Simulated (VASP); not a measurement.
Te2Mo, 12 atoms in the cell. The structure is monoclinic, space group P2_1/m (No. 11). The conventional cell has a = 6.330 Å, b = 3.469 Å, c = 13.860 Å, α = 90.00°, β = 93.92°, γ = 90.00°. Around Te (site symmetry m) lie 3 Mo at 2.70 to 2.71 Å. Around Te (site symmetry m) lie 3 Mo at 2.79 to 2.82 Å. Around Te (site symmetry m) lie 3 Mo at 2.70 Å. Around Te (site symmetry m) lie 3 Mo at 2.79 to 2.81 Å. Mo (site symmetry m) is surrounded by 6 Te at 2.70 to 2.81 Å and 2 Mo at 2.90 Å. Mo (site symmetry m) is surrounded by 6 Te at 2.70 to 2.82 Å and 2 Mo at 2.89 Å. 

```yaml
Program: VASP 6.6.1
Task: relaxation of cell and atoms
Functional: rev-vdW-DF2
Potentials_or_basis: VASP PAW PBE potentials, release 64 (Te, Mo_sv)
Cutoff: 600 eV
k_mesh: 4 × 8 × 2
Occupations: gaussian, width 0.03 eV
Spin: no spin polarisation
Further_INCAR_settings: ALGO = Normal; EDIFF = 1e-06; IBRION = 2; EDIFFG = -0.01; NSW = 90; ISIF = 3
```

Potentials or basis: VASP PAW PBE potentials, release 64 (Te, Mo_sv).

Launch:

```bash
$ cat potpaw_PBE.64/Te/POTCAR potpaw_PBE.64/Mo_sv/POTCAR > POTCAR
$ mpirun -np 4 vasp_std > vasp.out
```

Hardware: 4 MPI ranks on AMD EPYC 7R13 Processor (Zen 3), with other jobs on the host.

How long does it take, and how much memory?

It took 2.1 h on 4 MPI ranks on AMD EPYC 7R13 Processor (Zen 3), with other jobs on the host, peak memory 1.6 GiB a rank. Counts: scf iterations 192, k points 30, ion steps 25.
